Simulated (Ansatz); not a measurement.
## KI: how strain makes field gradients

```
CELL_PARAMETERS angstrom
0.00000 3.52455 3.52455
3.52455 0.00000 3.52455
3.52455 3.52455 0.00000
ATOMIC_POSITIONS crystal
K 0.00000 0.00000 0.00000
I 0.50000 0.50000 0.50000
```

Atom numbers follow the list: K1, I2.

The cell is COD entry 9009735, as deposited and not checked against the literature; nothing was relaxed.

The calculation used DFT, PBEsol, all-electron PAW with datasets made for the crystal, scalar-relativistic (Ansatz 0.2.0).

Numerical set-up: a Γ-centred 8×8×8 k mesh, Fermi–Dirac smearing of 0.01 eV, cutoff 200 eV (chosen by the program for this cell), no spin polarisation.

The strain is applied along the Cartesian axes of the cell as listed (the other components stay zero). Fractional coordinates are held (clamped ions).

The columns are Cartesian components of the electric field gradient at the nuclei, in 10²¹ V/m².

Spin–orbit coupling is left out, which moves gradients at and beside heavy atoms by some per cent and at worst by a factor of two.

Only quantities that a quadratic follows smoothly over the whole series are listed; rougher ones are left out.

```
    εzz  Vzz at K1  Vzz at I2
-0.0200      -0.28      -0.53
-0.0100      -0.14      -0.24
 0.0000       0.00       0.00
 0.0200       0.25       0.34
```

Fit the series and give the gradient–strain slopes.

Least-squares fits y = p0 + p1 x + p2 x² to the rows give Vzz at K1: p1 = 13.3, p2 = -34; Vzz at I2: p1 = 21.7, p2 = -240. The slopes p1 are in 10²¹ V/m² per unit strain, for clamped ions.

One run, at εzz = 0.0100, is withheld. Predict its row.

The fits give 0.13, 0.19; the run gave 0.13, 0.19.
